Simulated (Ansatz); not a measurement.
Relaxed GeO2 (rutile):

```
GeO2
1.0
    4.48750     0.00000     0.00000
    0.00000     4.48750     0.00000
    0.00000     0.00000     2.90497
Ge O
2 4
Direct
  0.00000   0.00000   0.00000
  0.50000   0.50000   0.50000
  0.30714   0.30714   0.00000
  0.80714   0.19286   0.50000
  0.19286   0.80714   0.50000
  0.69286   0.69286   0.00000
```

In each cell atom 5 (O, nearest neighbour Ge at 1.899 Å; its periodic images, 2.9 Å or more away, move with it) moves by s·(0.577, 0.577, 0.577) (along Cartesian [111]), the rest being held.

All values below come from PBE (plane waves to 420 eV, PAW, scalar-relativistic; Ansatz, a first-principles code). k mesh 6×6×9 (Γ-centred), Fermi-Dirac smearing 0.05 eV. The energy includes the smearing's −TS. GeO2 was relaxed with its symmetry unable to fall. ΔE is measured from the undisplaced structure.

| s (Å) | ΔE (meV/cell) |
|---|---|
| -0.380 | 617 |
| -0.304 | withheld |
| -0.228 | 226 |
| -0.152 | 101 |
| -0.076 | 25 |
| 0.000 | 0 |
| 0.076 | 25 |
| 0.152 | 101 |
| 0.228 | 226 |
| 0.304 | withheld |
| 0.380 | 617 |

Fit an even polynomial form (powers 2, 4) to the given rows and predict ΔE at s = -0.304.

Least squares on the 9 given rows: ΔE = (4388)·s² + (-800.5)·s⁴, in meV/cell with s in Å; root-mean-square residual 0.2 meV/cell. At -0.304 the fit gives 399 meV/cell; the calculation gives 399 meV/cell, the same to the digits shown. The quadratic term alone would give 406 meV/cell.

(For displaced atoms, the force is minus the slope of the energy, and its curvature is a force constant, which sets phonon frequencies.)
